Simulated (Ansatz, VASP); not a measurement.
# Two plane-wave programs on SrO

```
Sr O
1.0
     0.00000    2.58000    2.58000
     2.58000    0.00000    2.58000
     2.58000    2.58000    0.00000
Sr O
1 1
Direct
  0.00000 0.00000 0.00000
  0.50000 0.50000 0.50000
```

Alike in both runs: functional r2SCAN; k mesh 6 × 6 × 6; occupations gaussian, width 0.02 eV; no spin polarisation.

Ansatz relaxed the structure, and its values are those at the end. VASP's run is a single point on that final structure, the one shown.

|  | VASP | Ansatz |
| --- | --- | --- |
| version | VASP 6.6.1 | Ansatz 0.2.0 |
| potentials or method | VASP PAW PBE potentials, release 64 (Sr_sv, O) | scalar-relativistic, plane waves, PAW |
| plane-wave cutoff (eV) | 520 | 500 |
| valence electrons in the cell | 16 | 16 |

```tsv
	VASP	Ansatz	Ansatz less VASP
gap on the k mesh at the Fermi level (eV)	3.75	3.80	+0.051
least direct gap on the mesh (eV)	3.84	3.88	+0.040
pressure (GPa)	0.5	0.0	-0.50
```

With one functional, cell and mesh, what is left measures potentials, basis and numerics.

Caveats: the PAW data sets were made with another functional, which shifts forces and pressure a little (VASP). r2SCAN opens gaps a little over a GGA but as a rule still falls short of measured ones. A k mesh can miss the band edges.
